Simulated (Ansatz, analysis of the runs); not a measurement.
# Conductance against length: trans-(CH=CH)1 chain with amine ends, between Au (111) faces with adatoms, and longer members, part 4 of 5

Aim: the decay constant of the conductance with molecular length.

Ansatz 0.2.0; DFT PBE, plane waves, PAW; relaxation of a junction, electrodes held but for their tips (the session's first sound run).

So far, conductance of the junction (G₀): step 3 (the open system, 84 atoms, molecule oligoene 1, amine ends …) 0.0415; step 6 (88 atoms, molecule oligoene 2, amine ends, units 2) 0.0511.

## (8) Relaxing the junction, 92 atoms, molecule oligoene 3, amine ends, units 3

This step: DFT PBE, plane waves, PAW; relaxation of a junction, electrodes held but for their tips (Ansatz 0.2.0).

System of this step: trans-(CH=CH)3 chain with amine ends, between Au (111) faces with adatoms. The cell holds 92 atoms: 74 Au, 2 N, 6 C and 10 H. Its edges and angles: a = 8.825 Å, b = 8.825 Å, c = 31.941 Å, α = 90.0°, β = 90.0°, γ = 60.0°. Electrodes: Au (111) 3x3 face with an adatom; the apex atoms were set 10.661 Å apart; the free molecule is N/C=C/C=C/C=C/N. Regions: lower lead, 37 atoms (37 Au); bridge, 18 atoms (2 N, 6 C and 10 H); upper lead, 37 atoms (37 Au). The structure is stacked along c, and the current runs across the ab planes.

The bridge and the electrodes' tips relax, while 72 atoms stay at the lead's spacing, so that the ends still repeat as a lead.

File input.yaml:

```yaml
crystal:
  lattice:
    - [8.8246926292, 0.0, 0.0]
    - [4.4123463146, 7.6424079975, 0.0]
    - [0.0, 0.0, 31.9408916328]
  atoms:
    - { symbol: Au, position: [0.722222222, 0.722222222, 0.0] }
    - { symbol: Au, position: [0.722222222, 0.055555556, 0.0] }
    - { symbol: Au, position: [0.722222222, 0.388888889, 0.0] }
    - { symbol: Au, position: [0.055555556, 0.722222222, 0.0] }
    - { symbol: Au, position: [0.055555556, 0.055555556, 0.0] }
    - { symbol: Au, position: [0.055555556, 0.388888889, 0.0] }
    - { symbol: Au, position: [0.388888889, 0.722222222, 0.0] }
    - { symbol: Au, position: [0.388888889, 0.055555556, 0.0] }
    - { symbol: Au, position: [0.388888889, 0.388888889, 0.0] }
    - { symbol: Au, position: [0.833333333, 0.833333333, 0.075194429] }
    - { symbol: Au, position: [0.833333333, 0.166666667, 0.075194429] }
    - { symbol: Au, position: [0.833333333, 0.5, 0.075194429] }
    - { symbol: Au, position: [0.166666667, 0.833333333, 0.075194429] }
    - { symbol: Au, position: [0.166666667, 0.166666667, 0.075194429] }
    - { symbol: Au, position: [0.166666667, 0.5, 0.075194429] }
    - { symbol: Au, position: [0.5, 0.833333333, 0.075194429] }
    - { symbol: Au, position: [0.5, 0.166666667, 0.075194429] }
    - { symbol: Au, position: [0.5, 0.5, 0.075194429] }
    - { symbol: Au, position: [0.944444444, 0.944444444, 0.150388859] }
    - { symbol: Au, position: [0.944444444, 0.277777778, 0.150388859] }
    - { symbol: Au, position: [0.944444444, 0.611111111, 0.150388859] }
    - { symbol: Au, position: [0.277777778, 0.944444444, 0.150388859] }
    - { symbol: Au, position: [0.277777778, 0.277777778, 0.150388859] }
    - { symbol: Au, position: [0.277777778, 0.611111111, 0.150388859] }
    - { symbol: Au, position: [0.611111111, 0.944444444, 0.150388859] }
    - { symbol: Au, position: [0.611111111, 0.277777778, 0.150388859] }
    - { symbol: Au, position: [0.611111111, 0.611111111, 0.150388859] }
    - { symbol: Au, position: [0.055555556, 0.055555556, 0.225583288] }
    - { symbol: Au, position: [0.055555556, 0.388888889, 0.225583288] }
    - { symbol: Au, position: [0.055555556, 0.722222222, 0.225583288] }
[... 7 lines left out ...]
    - { symbol: "N", position: [0.293994523, 0.525271232, 0.339306809] }
    - { symbol: C, position: [0.382043644, 0.454172866, 0.375948453] }
    - { symbol: C, position: [0.396942713, 0.541448874, 0.408476235] }
    - { symbol: C, position: [0.492743323, 0.456043353, 0.446115549] }
    - { symbol: C, position: [0.507253177, 0.543958384, 0.478689785] }
    - { symbol: C, position: [0.603053751, 0.45855273, 0.516329093] }
    - { symbol: C, position: [0.617953887, 0.545828519, 0.548856778] }
    - { symbol: "N", position: [0.706003726, 0.474730037, 0.585498344] }
    - { symbol: H, position: [0.241342631, 0.456799759, 0.326246621] }
    - { symbol: H, position: [0.206460096, 0.655654015, 0.341079955] }
    - { symbol: H, position: [0.443549235, 0.312083401, 0.376481879] }
    - { symbol: H, position: [0.335540304, 0.683118694, 0.406968927] }
    - { symbol: H, position: [0.554673298, 0.314126731, 0.447278951] }
    - { symbol: H, position: [0.445323288, 0.685874931, 0.477526381] }
    - { symbol: H, position: [0.66445562, 0.316883057, 0.517836433] }
    - { symbol: H, position: [0.556449629, 0.687918024, 0.548323228] }
    - { symbol: H, position: [0.758655844, 0.54320163, 0.598558359] }
    - { symbol: H, position: [0.793538625, 0.344347401, 0.58372499] }
[... 29 lines left out ...]
    - { symbol: Au, position: [0.611111111, 0.944444444, 0.924805571] }
    - { symbol: Au, position: [0.611111111, 0.277777778, 0.924805571] }
    - { symbol: Au, position: [0.944444444, 0.611111111, 0.924805571] }
    - { symbol: Au, position: [0.944444444, 0.944444444, 0.924805571] }
    - { symbol: Au, position: [0.944444444, 0.277777778, 0.924805571] }
    - { symbol: Au, position: [0.277777778, 0.611111111, 0.924805571] }
    - { symbol: Au, position: [0.277777778, 0.944444444, 0.924805571] }
    - { symbol: Au, position: [0.277777778, 0.277777778, 0.924805571] }
kpoints:
  mp_grid: { grid: [2, 2, 1] }
scf:
  occupations: { method: fermi_dirac, width: 0.1 }
hamiltonian:
  xc: pbe
relax:
  constraints:
    - { sites: [0, 1, 2, 3, 4, 5, 6, 7, 8, 9, 10, 11, 12, 13, 14, 15, 16, 17, 18, 19, 20, 21, 22, 23, 24, 25, 26, 27, 28, 29, 30, 31, 32, 33, 34, 35, 56, 57, 58, 59, 60, 61, 62, 63, 64, 65, 66, 67, 68, 69, 70, 71, 72, 73, 74, 75, 76, 77, 78, 79, 80, 81, 82, 83, 84, 85, 86, 87, 88, 89, 90, 91] }
  f_tol: 0.05
  max_steps: 35
```

The run is started by

```
$ ansatz run input.yaml --threads 16 --pin off --max-ram 61440MiB --backend cuda --events-out ev --progress --plain --runs-dir out --max-vram 78GiB
```

Numbers of over 12 decimals in the logs are rounded to 6 here.

What it wrote:

```text
[...]
SCF 1 converged in 7 iterations: F = -975474.273323 eV  dr2 = 1.08e-5
[...]
relax step   2: F+E_penalty+E_count = -975474.52812141 eV  Δ(F+E_penalty+E_count) = -2.548e-1 eV  max|allowed force component| = 7.026e-1 eV/Å  Δτ_max = 0.1937 Å  (5 SCF iters, dr2 threshold 9.67e-5 eV, accepted)
[...]
- { symbol: H, position: [0.761136, 0.266848, 0.585205] }
    - { symbol: Au, position: [0.488920, 0.506155, 0.632730] }
    - { symbol: Au, position: [0.277777778, 0.277778, 0.699222] }
    - { symbol: Au, position: [0.277778, 0.611111111, 0.699222] }
    - { symbol: Au, position: [0.277778, 0.944444, 0.699222] }
[...]
- { symbol: Au, position: [0.944444, 0.277778, 0.924806] }
    - { symbol: Au, position: [0.277778, 0.611111111, 0.924806] }
    - { symbol: Au, position: [0.277778, 0.944444, 0.924806] }
    - { symbol: Au, position: [0.277777778, 0.277778, 0.924806] }
[key lines of the parts left out:]
SCF converged after 7 iterations
```

Wall time 28 s (1 × NVIDIA GB200 with 16 threads of Arm Neoverse V2, shared host); peak memory 2 GiB.

The steps of the relaxation:

```csv
step,energy less that of the first step (eV),largest force component (eV/Å)
1,0.0000,1.2440
2,-0.2548,0.7026
3,-0.3421,0.2305
4,-0.3263,0.4407
5,-0.3552,0.0350
6,-0.3601,0.0945
7,-0.3646,0.1262
8,-0.3696,0.1731
9,-0.3739,0.1516
10,-0.3806,0.1597
11,-0.3835,0.1460
12,-0.3864,0.1205
13,-0.3903,0.0613
14,-0.3918,0.0850
15,-0.3933,0.0426
```

Relaxation step 4 was tried and not accepted.

The atoms that moved most (Å):

```csv
atom,dx,dy,dz,length
H54,-0.119,-0.968,0.135,0.984
H46,0.119,0.968,-0.135,0.984
H53,0.645,-0.621,-0.076,0.899
H48,-0.645,0.621,0.076,0.899
H55,-0.628,-0.592,0.047,0.864
H47,0.628,0.592,-0.047,0.864
H51,0.636,-0.286,-0.102,0.705
H50,-0.636,0.286,0.102,0.705
```

The largest force component on a free atom ends at 0.043 eV/Å, under the limit of 0.05. The apex atoms end 10.88 Å apart, and their nearest bridge atoms lie at 2.31 Å (Au–N) and 2.31 Å (Au–N).

## (9) Transmission, 92 atoms, molecule oligoene 3, amine ends, units 3

This step: DFT PBE, plane waves, PAW; transmission of a junction between electrodes (Ansatz 0.2.0).

The transmission is computed for this geometry in the same way.

File input.yaml:

```yaml
crystal:
  lattice:
    - [8.8246926292, 0.0, 0.0]
    - [4.4123463146, 7.6424079975, 0.0]
    - [0.0, 0.0, 31.9408916328]
  atoms:
    - { symbol: Au, position: [0.722222222, 0.722222222, -3.67e-08] }
    - { symbol: Au, position: [0.722222222, 0.055555556, -3.67e-08] }
    - { symbol: Au, position: [0.722222222, 0.388888889, -3.67e-08] }
    - { symbol: Au, position: [0.055555556, 0.722222222, -3.67e-08] }
    - { symbol: Au, position: [0.055555556, 0.055555556, -3.67e-08] }
    - { symbol: Au, position: [0.055555556, 0.388888889, -3.67e-08] }
    - { symbol: Au, position: [0.388888889, 0.722222222, -3.67e-08] }
    - { symbol: Au, position: [0.388888889, 0.055555556, -3.67e-08] }
    - { symbol: Au, position: [0.388888889, 0.388888889, -3.67e-08] }
    - { symbol: Au, position: [0.833333333, 0.833333333, 0.0751943928] }
    - { symbol: Au, position: [0.833333333, 0.166666667, 0.0751943928] }
    - { symbol: Au, position: [0.833333333, 0.5, 0.0751943928] }
    - { symbol: Au, position: [0.166666667, 0.833333333, 0.0751943928] }
    - { symbol: Au, position: [0.166666667, 0.166666667, 0.0751943928] }
    - { symbol: Au, position: [0.166666667, 0.5, 0.0751943928] }
    - { symbol: Au, position: [0.5, 0.833333333, 0.0751943928] }
    - { symbol: Au, position: [0.5, 0.166666667, 0.0751943928] }
    - { symbol: Au, position: [0.5, 0.5, 0.0751943928] }
    - { symbol: Au, position: [0.944444444, 0.944444444, 0.1503888223] }
    - { symbol: Au, position: [0.944444444, 0.277777778, 0.1503888223] }
    - { symbol: Au, position: [0.944444444, 0.611111111, 0.1503888223] }
    - { symbol: Au, position: [0.277777778, 0.944444444, 0.1503888223] }
    - { symbol: Au, position: [0.277777778, 0.277777778, 0.1503888223] }
    - { symbol: Au, position: [0.277777778, 0.611111111, 0.1503888223] }
    - { symbol: Au, position: [0.611111111, 0.944444444, 0.1503888223] }
    - { symbol: Au, position: [0.611111111, 0.277777778, 0.1503888223] }
    - { symbol: Au, position: [0.611111111, 0.611111111, 0.1503888223] }
    - { symbol: Au, position: [0.055555556, 0.055555556, 0.2255832513] }
    - { symbol: Au, position: [0.055555556, 0.388888889, 0.2255832513] }
    - { symbol: Au, position: [0.055555556, 0.722222222, 0.2255832513] }
[... 7 lines left out ...]
    - { symbol: "N", position: [0.2800576431, 0.6024314187, 0.3385214952] }
    - { symbol: C, position: [0.3297962552, 0.516870966, 0.3775288062] }
    - { symbol: C, position: [0.3920012272, 0.5716921362, 0.4093026393] }
    - { symbol: C, position: [0.4644742145, 0.4746753797, 0.4468770236] }
    - { symbol: C, position: [0.5355257855, 0.5253246203, 0.4779284739] }
    - { symbol: C, position: [0.6079987728, 0.4283078638, 0.5155028582] }
    - { symbol: C, position: [0.6702037448, 0.483129034, 0.5472766914] }
    - { symbol: "N", position: [0.7199423569, 0.3975685813, 0.5862840023] }
    - { symbol: H, position: [0.1915522095, 0.5834320726, 0.3220226483] }
    - { symbol: H, position: [0.2388639859, 0.7331521448, 0.3396005385] }
    - { symbol: H, position: [0.3297866453, 0.3933902184, 0.3788490533] }
    - { symbol: H, position: [0.3925325219, 0.6949006665, 0.4056993235] }
    - { symbol: H, position: [0.4639238004, 0.3515123921, 0.450463929] }
    - { symbol: H, position: [0.5360761996, 0.6484876079, 0.4743415685] }
    - { symbol: H, position: [0.6074674781, 0.3050993335, 0.519106174] }
    - { symbol: H, position: [0.6702133547, 0.6066097816, 0.5459564442] }
    - { symbol: H, position: [0.8084477905, 0.4165679274, 0.6027828492] }
    - { symbol: H, position: [0.7611360141, 0.2668478552, 0.5852049591] }
[... 29 lines left out ...]
    - { symbol: Au, position: [0.611111111, 0.944444444, 0.9248055343] }
    - { symbol: Au, position: [0.611111111, 0.277777778, 0.9248055343] }
    - { symbol: Au, position: [0.944444444, 0.611111111, 0.9248055343] }
    - { symbol: Au, position: [0.944444444, 0.944444444, 0.9248055343] }
    - { symbol: Au, position: [0.944444444, 0.277777778, 0.9248055343] }
    - { symbol: Au, position: [0.277777778, 0.611111111, 0.9248055343] }
    - { symbol: Au, position: [0.277777778, 0.944444444, 0.9248055343] }
    - { symbol: Au, position: [0.277777778, 0.277777778, 0.9248055343] }
kpoints:
  mp_grid: { grid: [4, 4, 1] }
scf:
  occupations: { method: fermi_dirac, width: 0.1 }
hamiltonian:
  xc: pbe
output:
  transmission: { leads: [[83, 0]], e_range: [-0.7, 0.7], de: 0.035, kmesh: [4, 4] }
  dos: { projected: true, e_range: [-5, 4] }
  write_potential: true
  write_density: true
  volumetric_format: npy
```

What it wrote:

```text
[...]
Crystal: 92 atoms, lattice volume = 2154.154 Å³
Basis set: ecut = 420 eV, 42137 PW (Γ)
Bands: 870, of which v1, the nominal top of the filled ones, is band 725 counted from 1 (724 counted from 0)
Symmetry: 2 space group operations
[...]
k-points: 10 of 16
[...]
transmission: 441 of 490 steps passed
[...]
SCF converged after 9 iterations
[...]
--- Transmission ---
  basis      : 595 plane waves across, 49 finite elements along
  points     : 10, standing for a mesh of 4 x 4
  on the GPU : 10 of these points
[...]
filled         : 0.5 meV under the level at which it is neutral
    channels       : 7.687500e0 a spin
[...]
junction   : crystal 0 to crystal 0, -0.50 to 29.04 Å
    transmission   : 4.864360e-2 a spin
[...]
resistance     : 1.7637e-1 Ω µm² beyond half of each lead's own
```

It took 2.9 min on 1 × NVIDIA GB200 with 16 threads; peak memory 18 GiB; 22 min of CPU time.

The conductance is 0.0490 G₀. The conductance is 0.96 times that of the last run that gave one. The lead's Hamiltonian steps by 30.3 meV, which the program calls too much for a lead. The largest term of the program's error estimate is 38 %, from the k-mesh.

## (10) Conductance and thermopower from T(E), 92 atoms

This step: Landauer integrals over the computed T(E), interpolated linearly between its energies (analysis of the runs above).

T(E) held rigid; rough near sharp steps of T(E). Table of conductance at 300 K by shift of the leads' level:

```csv
shift of the leads' level (eV),conductance at 300 K (G₀)
-0.350,0.108
-0.300,0.0918
-0.250,0.0802
-0.200,0.0713
-0.150,0.0641
-0.100,0.0581
-0.050,0.0531
0.000,0.0491
0.050,0.0459
0.100,0.0438
0.150,0.0428
0.200,0.0407
0.250,0.0321
0.300,0.0242
0.350,0.0206
```

The thermopower is 10.7 μV/K. The Lorenz ratio is 1.02, where the Wiedemann-Franz law gives 1. These values rest on a semilocal level alignment and on the mesh across the current. Moving the level by up to 0.1 eV either way gives 5.6 to 14 μV/K.

(Part 4 of 5 ends here.)

[Logs are printed without paths, hosts, clocks, repeated set-up lines and the standing remarks that a program may print on its own settings, such as how far it seeks lower states.]

[Hosts, paths, dates, database ids (printed as entryN), source tags and the programs' standing remarks are cut or masked in the printed files.]
